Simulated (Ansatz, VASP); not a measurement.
KCl in VASP and in Ansatz

Contents of INCAR:

```
SYSTEM = KCl
PREC = Accurate
ENCUT = 520
EDIFF = 1E-6
ISMEAR = -1
SIGMA = 0.02
LREAL = .False.
LASPH = .True.
NELM = 100
ALGO = Normal
ISIF = 2
LWAVE = .False.
LCHARG = .False.
GGA = PE
NBANDS = 15
```

Contents of KPOINTS:

```
regular mesh
0
Gamma
  8 8 8
  0 0 0
```

Contents of POSCAR:

```
KCl
1.0
    3.7711682906      0.0000000000      0.0000000000
    0.0000000000      3.7711682906      0.0000000000
    0.0000000000      0.0000000000      3.9872562336
K Cl
1 1
Direct
    0.0000000000      0.0000000000      0.0000000000
    0.5000000000      0.5000000000      0.5000000000
```

Input for Ansatz:

```yaml
crystal:
  lattice:
    - [3.7711682906, 0.0, 0.0]
    - [0.0, 3.7711682906, 0.0]
    - [0.0, 0.0, 3.9872562336]
  atoms:
    - { symbol: K, position: [0.0, 0.0, 0.0] }
    - { symbol: Cl, position: [0.5, 0.5, 0.5] }
kpoints:
  mp_grid: { grid: [8, 8, 8] }
  band_path:
    path: [[0.0, 0.0, 0.0], [0.0, 0.5, 0.0], [0.5, 0.5, 0.0], [0.5, 0.5, 0.5]]
    npoints: 1
hamiltonian:
  xc: pbe
scf:
  occupations: { method: fermi_dirac, width: 0.02 }
  n_extra_bands: 4
output:
  forces: true
  stress: true
  eigenvalues: true
  write_density: true
  write_potential: true
  elf: true
  volumetric_format: npy
```

Change from the starting cell: uniaxial_z strain +5.7%.

Alike in both runs: task single point; functional PBE; k mesh 8 × 8 × 8; occupations fermi-dirac, width 0.02 eV; no spin polarisation.

```csv
,VASP,Ansatz
version,VASP 6.6.1,Ansatz 0.2.0
potentials or method,"VASP PAW PBE potentials, release 64 (K_sv, Cl)","plane waves, PAW"
plane-wave cutoff (eV),520,420
valence electrons in the cell,16,16
```

|  | VASP | Ansatz | Ansatz less VASP |
| --- | --- | --- | --- |
| gap on the k mesh at the Fermi level (eV) | 4.66 | 4.66 | 0.000 |
| pressure (GPa) | -0.1 | -0.1 | -0.01 |
| largest component of the traceless stress (GPa) | 1.59 | 1.59 | +0.003 |

The functional is the same, so the differences come from potentials, cutoffs and numerics.

A k mesh can miss the band edges.
